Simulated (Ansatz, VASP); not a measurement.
# InAs in two plane-wave programs, part 2 of 2

One calculation is typed for both programs; each brings its own data sets. How far apart do they land? The cell is taken from a series of runs on this material, whose earlier steps may have relaxed, scaled, displaced or heated it; both programs get it as it stands.

VASP 6.6.1 and Ansatz 0.2.0.

So far: The structure; VASP: zone-centre phonons, LDA.

## 2. VASP: zone-centre phonons, LDA (continued)

Level of this step: LDA; plane waves and PAW (As, In_d) (VASP).

Numbers of over 12 decimals in the logs are rounded to 6 here.

From OUTCAR (step 2):

```text
ion  position               nearest neighbor table
   1  0.746  0.746  0.754-   2 2.59   2 2.59   2 2.60   2 2.60
   2  0.004  0.004  0.996-   1 2.59   1 2.59   1 2.60   1 2.60

  LATTYP: Found a body centered orthorhombic cell.
 ALAT       =     4.0902983044
 B/A-ratio  =     1.0430094362
 C/A-ratio  =     1.5047270160

 Subroutine GETGRP returns: Found  2 space group operations
 (whereof  2 operations were pure point group operations)

The static configuration has the point symmetry C_1h.

   k-points           NKPTS =   1728   k-points in BZ     NKDIM =   1728   number of bands    NBANDS=     15

   dimension x,y,z NGX =    32 NGY =   32 NGZ =   30
   dimension x,y,z NGXF=    64 NGYF=   64 NGZF=   60

   ENCUT  =  500.0 eV  36.75 Ry    6.06 a.u.   7.78  7.78  7.46*2*pi/ulx,y,z

   NELECT =      18.0000    total number of electrons

 k-points in reciprocal lattice and weights: Points of the shifted mesh
   0.04166667  0.04166667  0.04166667       0.001
   0.04166667  0.04166667  0.12500000       0.001
   0.04166667  0.04166667  0.20833333       0.001
   0.04166667  0.04166667  0.29166667       0.001
   0.04166667  0.04166667  0.37500000       0.001
   0.04166667  0.04166667  0.45833333       0.001
   0.04166667  0.04166667  0.54166667       0.001
   0.04166667  0.04166667  0.62500000       0.001
   0.04166667  0.04166667  0.70833333       0.001
[...]
0.95833333  0.95833333  0.87500000       0.001
   0.95833333  0.95833333  0.95833333       0.001

 average (electrostatic) potential at core
       1 -52.8391       2 -95.8554

  Total        0.6116965      0.6116965      0.0638166      0.5589511     -0.0011110     -0.0011110
  in kB       18.2501182     18.2501182      1.9039853     16.6764467     -0.0331471     -0.0331475
  external PRESSURE =      12.8014072 kB  Pullay stress =       0.0000000 kB

  energy-cutoff  :      500.00
  volume of cell :       53.70
      direct lattice vectors                 reciprocal lattice vectors
    -0.062197616  2.954475284  3.077391181    -0.165745514  0.165745514  0.162475282
     2.954475284 -0.062197616  3.077391181     0.165745514 -0.165745514  0.162475282
     2.892277668  2.892277668  0.000000000     0.172874135  0.172874135 -0.162475282

 POSITION                                       TOTAL-FORCE (eV/Angst)
 -----------------------------------------------------------------------------------
      4.33838      4.33838      4.59393        -0.000077     -0.000077     -0.002600
      2.89231      2.89231      0.02216         0.000077      0.000077      0.002600
 -----------------------------------------------------------------------------------
    total drift:                                0.000112      0.000112      0.000266

 Eigenvectors and eigenvalues of the dynamical matrix
 ----------------------------------------------------

   1 f  =    6.703634 THz    42.120175 2PiTHz  223.609164 cm-1    27.723991 meV
             X         Y         Z           dx          dy          dz
      4.338384  4.338384  4.593927     0.009452    0.009452    0.778177
      2.892311  2.892311  0.022160    -0.007662   -0.007662   -0.627809

   2 f  =    6.598278 THz    41.458203 2PiTHz  220.094861 cm-1    27.288273 meV
             X         Y         Z           dx          dy          dz
      4.338384  4.338384  4.593927     0.550099    0.550099   -0.013414
      2.892311  2.892311  0.022160    -0.444120   -0.444120    0.010778

   3 f  =    6.522832 THz    40.984163 2PiTHz  217.578259 cm-1    26.976254 meV
             X         Y         Z           dx          dy          dz
      4.338384  4.338384  4.593927     0.550183   -0.550183   -0.000000
      2.892311  2.892311  0.022160    -0.444184    0.444184    0.000000

   4 f/i=    0.001733 THz     0.010886 2PiTHz    0.057792 cm-1     0.007165 meV
             X         Y         Z           dx          dy          dz
      4.338384  4.338384  4.593927    -0.442236   -0.442236   -0.058832
      2.892311  2.892311  0.022160    -0.547761   -0.547761   -0.072870

   5 f/i=    0.001764 THz     0.011082 2PiTHz    0.058835 cm-1     0.007295 meV
             X         Y         Z           dx          dy          dz
      4.338384  4.338384  4.593927     0.444184   -0.444184    0.000000
      2.892311  2.892311  0.022160     0.550183   -0.550183    0.000000

   6 f/i=    0.004150 THz     0.026074 2PiTHz    0.138425 cm-1     0.017163 meV
             X         Y         Z           dx          dy          dz
      4.338384  4.338384  4.593927     0.041581    0.041581   -0.625139
      2.892311  2.892311  0.022160     0.051542    0.051542   -0.774874

 ELASTIC MODULI CONTR FROM IONIC RELAXATION (kBar)
 Direction    XX          YY          ZZ          XY          YZ          ZX
 --------------------------------------------------------------------------------
 XX          -1.3524     -1.3520     -2.7840    -19.5438      1.3364     -1.3157
 YY          -1.3520     -1.3524     -2.7840    -19.5864      1.0421     -0.9771
 ZZ          -2.7840     -2.7840     -5.7333    -40.2817      1.9401     -2.8104
 XY         -19.5438    -19.5864    -40.2817   -285.3507      1.5457      1.4598
 YZ           1.3364      1.0421      1.9401      1.5457   -293.8198    -37.4119
 ZX          -1.3157     -0.9771     -2.8104      1.4598    -37.4119   -288.9128
 --------------------------------------------------------------------------------
```

## 3. Ansatz: zone-centre phonons, LDA

Ansatz runs on its PAW soft_1 files.

The same cell, functional (in two slightly different forms), mesh and smearing now go to Ansatz, which takes its cutoff from its data sets.

Contents of input.yaml:

```yaml
crystal:
  lattice:
    - [-0.0621976159, 2.9544752841, 3.0773911811]
    - [2.9544752841, -0.0621976159, 3.0773911811]
    - [2.8922776681, 2.8922776681, 0.0]
  atoms:
    - { symbol: As, position: [0.7463995155, 0.7463995155, 0.7535890808] }
    - { symbol: In, position: [0.0036004845, 0.0036004845, -0.0035890808] }
kpoints:
  mp_grid: { grid: [12, 12, 12], shift: [0.5, 0.5, 0.5] }
hamiltonian:
  xc: lda
  pseudopotentials: { kind: paw, azcp: { folder: soft_1 }, xc_functional: pbe }
scf:
  occupations: { method: gaussian, width: 0.015 }
output:
  eigenvalues: true
phonons:
  method: dfpt
```

On the command line:

```bash
$ ansatz run input.yaml --threads 4 --pin off --max-ram 10240MiB --backend cpu --events-out ev --progress --plain --runs-dir out
```

Output:

```text
Engine: ansatz 0.2.0, aarch64-unknown-linux-gnu
Pseudopotentials: kind: paw
Pseudopotential: As, paw, valence charge 15, recommended cutoff 420 eV (normal), soft_1/As.paw.azcp
Pseudopotential: In, paw, valence charge 13, recommended cutoff 420 eV (normal), soft_1/In.paw.azcp
Functional definition: SPW92
  exchange = slater_x
  correlation = pw_c
Crystal: 2 atoms, lattice volume = 53.701 Å³
Basis set: ecut = 420 eV, 1039 PW (Γ), exchange–correlation on 60×60×60 points (8 copies of the dense FFT grid, shifted against one another)
Bands: 18, of which v1, the nominal top of the filled ones, is band 14 counted from 1 (13 counted from 0)
Symmetry: 2 space group operations
k-points: 864 of 1728 (irreducible under 1 space group operation, time reversal used)
Non-local potential: As, projectors of the file, l = 0: 2, l = 1: 2, l = 2: 3, l = 3: 1
Non-local potential: In, projectors of the file, l = 0: 2, l = 1: 2, l = 2: 2, l = 3: 1
PAW form: soft (Blöchl's): semilocal exchange-correlation on the pseudo side does not see the compensation charge
PAW frozen core: As, regenerated for the run's functional, and the local potential with it (the file was generated under x = pbe(κ = 0.804, μ = 0.219515), c = pbe(β = 0.066725))
PAW frozen core: In, regenerated for the run's functional, and the local potential with it (the file was generated under x = pbe(κ = 0.804, μ = 0.219515), c = pbe(β = 0.066725))
PAW one-centre angular grid: As, 590 points (default); XC on 64 Gauss nodes
PAW one-centre angular grid: In, 590 points (default); XC on 64 Gauss nodes
Initial density: superposition of atomic densities (chi_scale 0.1, normalization cell, long waves kept (reshape's long-wave potential 0.00 eV rms))
Initial wavefunctions: pseudopotential atomic-orbital guess
Functional: x = slater, c = lda
SCF iter   1: F=—  HF=-10231.411842 eV  |F-HF|=—  |Δ(HF+E_count)|=         —  Δρ=2.86e-2  dr2=3.94e-1  ethr=3.10e-3  ⟨swp⟩=6.0  Hψ=78634  notcnv=0
preconditioner: auto → none  [insulator: Δε(μ)=0.461 eV  Ē_g=14.781 eV  σ=0.015 eV  W_gap=1.00  n_scr=14 (ndim 8)  ℏωp=21.5 eV  f_vac=0.004  D(μ)=0.00/eV (n_scr^D=0)  ε∞_Penn≈3.1]
SCF iter   2: F=—  HF=-10231.298628 eV  |F-HF|=—  |Δ(HF+E_count)|=   1.13e-1  Δρ=1.27e-2  dr2=6.43e-2  ethr=1.41e-3  ⟨swp⟩=2.0  Hψ=25920  notcnv=0
SCF iter   3: F=—  HF=-10231.283862 eV  |F-HF|=—  |Δ(HF+E_count)|=   1.48e-2  Δρ=2.62e-3  dr2=7.93e-3  ethr=2.30e-4  ⟨swp⟩=2.6  Hψ=32120  notcnv=0
SCF iter   4: F=—  HF=-10231.280396 eV  |F-HF|=—  |Δ(HF+E_count)|=   3.47e-3  Δρ=7.17e-4  dr2=1.33e-4  ethr=2.83e-5  ⟨swp⟩=3.0  Hψ=34158  notcnv=0
SCF iter   5: F=—  HF=-10231.280420 eV  |F-HF|=—  |Δ(HF+E_count)|=   2.37e-5  Δρ=1.87e-4  dr2=6.45e-6  ethr=4.76e-7  ⟨swp⟩=3.0  Hψ=31044  notcnv=0
SCF iter   6: F=—  HF=-10231.280427 eV  |F-HF|=—  |Δ(HF+E_count)|=   6.98e-6  Δρ=3.17e-5  dr2=5.53e-7  ethr=2.30e-8  ⟨swp⟩=3.0  Hψ=28357  notcnv=0
SCF iter   7: F=—  HF=-10231.280427 eV  |F-HF|=—  |Δ(HF+E_count)|=   2.24e-7  Δρ=6.05e-6  dr2=1.72e-8  ethr=1.98e-9  ⟨swp⟩=2.0  Hψ=23383  notcnv=0
SCF iter   8: F=—  HF=-10231.280427 eV  |F-HF|=—  |Δ(HF+E_count)|=   9.56e-9  Δρ=7.56e-7  dr2=1.57e-10  ethr=6.15e-11  ⟨swp⟩=2.0  Hψ=27647  notcnv=0
SCF iter   9: F=—  HF=-10231.280427 eV  |F-HF|=—  |Δ(HF+E_count)|=  5.64e-11  Δρ=2.42e-7  dr2=2.35e-11  ethr=1.00e-12  ⟨swp⟩=6.0  Hψ=75107  notcnv=0
SCF iter  10: F=-10231.280427 eV  HF=-10231.280427 eV  |F-HF|=3.64e-12  |Δ(HF+E_count)|=  9.09e-12  Δρ=3.80e-8  dr2=3.38e-13  ethr=1.00e-12  ⟨swp⟩=5.3  Hψ=63545  notcnv=0
SCF 1 converged in 10 iterations: F = -10231.280427 eV  dr2 = 3.38e-13
  greatest PAW one-centre occupation: 0.999 electrons in one spin orbital (limit 2), on the As atom at site 0 (counted from 0), in its partial waves of l = 2
DFPT response loops at Γ: preconditioner auto → none (the input reference at scf.mixing.eps_inf says where Resta's filter doesn't serve); β = 0.50; Broyden in place of MSR1
SCF converged after 10 iterations
Free energy (F): -10231.280427 eV
Harris-Foulkes:  -10231.280427 eV  (|F-HF|=3.64e-12)
Internal energy: -10231.280427 eV  (E = F + TS)
E sigma→0 (E₀):  -10231.280427 eV
Fermi energy:    7.984641 eV
--- Per-component energies (eV) ---
  E_band       = -317.929641
  E_kinetic    = 319.176517
  E_local      = -3445.029537  (includes V_loc(G=0)·N_el)
  E_nonlocal   = -59.439578
  E_hartree    = 1714.899310
  E_xc         = -212.654291
  E_vxc        = -165.088910  (∫ρ·V_xc dr)
  E_paw        = -6001.892767  (= ΣΔE_a)
  E_vpaw       = -397.346804  (= ΣTr[D̂ρ^β])
  E_aug_tail   = 0.000071  (compensation charges beyond the density's cutoff)
  E_ewald      = -2548.699915
  E_core_change = 2.359764  (= ΣΔE_core)
  E_smearing   = -0.000000  (= −TS)
  E_closure    = 0.000000  (closes the sum)
  Σ components = -10231.280427   (vs F -10231.280427, Δ=0.00e0)
--- Band table (eV; the first three rows and the last of 864) ---
  k-point 0: bands = [... 10 lower, -4.3533, 7.0229, 7.6371, 7.6843, 8.1881, 11.4050, 11.7118, 11.8205]
  k-point 1: bands = [... 10 lower, -4.2428, 6.2346, 7.3583, 7.5987, 8.6934, 11.5106, 11.5356, 12.2466]
  k-point 2: bands = [... 10 lower, -3.9858, 5.0160, 7.0753, 7.4051, 8.9340, 11.6838, 11.8475, 12.7719]
  k-point 863: bands = [... 10 lower, -2.8645, 1.7204, 6.4944, 6.8987, 8.8985, 12.4306, 12.6119, 14.6444]
--- Phonons (Γ-DFPT): 4 representative perturbations + reference, on 864 of 1728 k-points (Σ response iterations 12) ---
  k mesh reduced under 1 symmetry operation, with k and −k counted as one. Each operation leaves every solved perturbation unchanged. A smaller set is not used because it would not reduce the number of displacements times k-points to solve
  ASR residual: 4.409e-5 → 0.000e0 eV/Å²; symmetrization residual: 2.121e-5 eV/Å²
  ASR residual per site (eV/Å²): 2.14e-5 4.41e-5
  Γ frequencies (cm⁻¹): 0.00 0.00 0.00 216.64 219.31 222.71
  non-analytic LO–TO correction: not included (Born effective charges unavailable; polar crystals: no LO–TO splitting at Γ)
```

## 4. Side by side

Known differences besides the potentials themselves: the two LDA forms differ slightly; the data sets hold 28 valence electrons in Ansatz (on its PAW soft_1 files) and 18 in VASP; the cutoff is 420 eV in Ansatz and 500 eV in VASP; VASP's log shows a relativistic correction to its local exchange, Ansatz's none. Total energies have different zeros and are not compared.

Both answers:

```csv
quantity,Ansatz,VASP,difference
optical mode 1 (cm⁻¹),216.6,217.6,-0.43 %
optical mode 2 (cm⁻¹),219.3,220.1,-0.36 %
optical mode 3 (cm⁻¹),222.7,223.6,-0.40 %
```

Modes are paired by rising frequency, not by their patterns, so a pair may set unlike modes beside each other; they are those without the splitting of longitudinal modes.

## 5. What came out

* r.m.s. difference of the optical zone-centre modes, each program's sorted by frequency (zone-centre phonons, LDA): 0.88 cm⁻¹

**Reading.** The r.m.s. difference of the optical zone-centre modes, each program's sorted by frequency is 0.88 cm⁻¹ (zone-centre phonons, LDA). The data sets hold unlike numbers of valence electrons (28 in Ansatz and 18 in VASP), so part of the differences comes from the potentials. How closely two codes agree says nothing of how well the functional describes the real material.

[Lines on the potential files, build, host, timing and source positions are cut from VASP's logs without a mark.]

[Logs are printed without paths, hosts, clocks, repeated set-up lines and the standing remarks that a program may print on its own settings, such as how far it seeks lower states.]

[Hosts, paths, dates, database ids (printed as entryN), source tags and the programs' standing remarks are cut or masked in the printed files.]
